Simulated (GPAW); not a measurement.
Here is a GPAW 26.7.0 calculation.

Contents of run.py:

```python
from ase import Atoms
from ase.dft.bandgap import bandgap
from ase.io import write
from gpaw import GPAW, PW
from gpaw.response.df import DielectricFunction

atoms = Atoms(['Sn'],
              cell=[[-1.9282288291, 1.9350138324, 1.9099389531],
                    [1.934319007, -1.9592239883, 1.9402392971],
                    [1.9201807396, 1.9511758988, -1.934149109]],
              scaled_positions=[[0.0, 0.0, 0.0]],
              pbc=True)

calc = GPAW(mode=PW(400),
            xc='PBE',
            kpts={'size': (8, 8, 8), 'gamma': True},
            occupations={'name': 'fermi-dirac', 'width': 0.05},
            nbands=14,
            convergence={'density': 1e-06},
            maxiter=150,
            txt='gpaw.txt')
atoms.calc = calc
energy = atoms.get_potential_energy()
calc.write('gs.gpw')
write('result.traj', atoms)
print(f'Energy: {energy:.6f} eV')
print('Fermi level:', round(calc.get_fermi_level(), 4), 'eV')
print(f'Gap: {bandgap(calc)[0]:.4f} eV, direct: {bandgap(calc, direct=True)[0]:.4f} eV')

dense = calc.fixed_density(kpts={'size': (12, 12, 12), 'gamma': True},
                           nbands=23, convergence={'bands': 17, 'eigenstates': 1e-7},
                           update_fermi_level=True, txt='dense.txt')
dense.write('dense.gpw', mode='all')

df = DielectricFunction('dense.gpw', frequencies={'type': 'nonlinear', 'domega0': 0.05, 'omega2': 10},
                        eta=0.1, ecut=50, nbands=17, rate='eta', txt='df.txt')
for direction in ['x', 'y', 'z']:
    df.get_dielectric_function(xc='RPA', direction=direction, filename=f'df_{direction}.csv')
```

Potentials or basis: GPAW PAW data sets (gpaw-data 1.2.1), pw.

Command:

```console
$ OMP_NUM_THREADS=1 python run.py
```

(1) Predict the band gap on the k mesh.

## Answers

(1) none (metal or under the smearing width).

Caveat: the intraband term hangs on this k mesh; the long-wavelength limit can be off by a per cent or two; independent-particle spectra lack excitons.
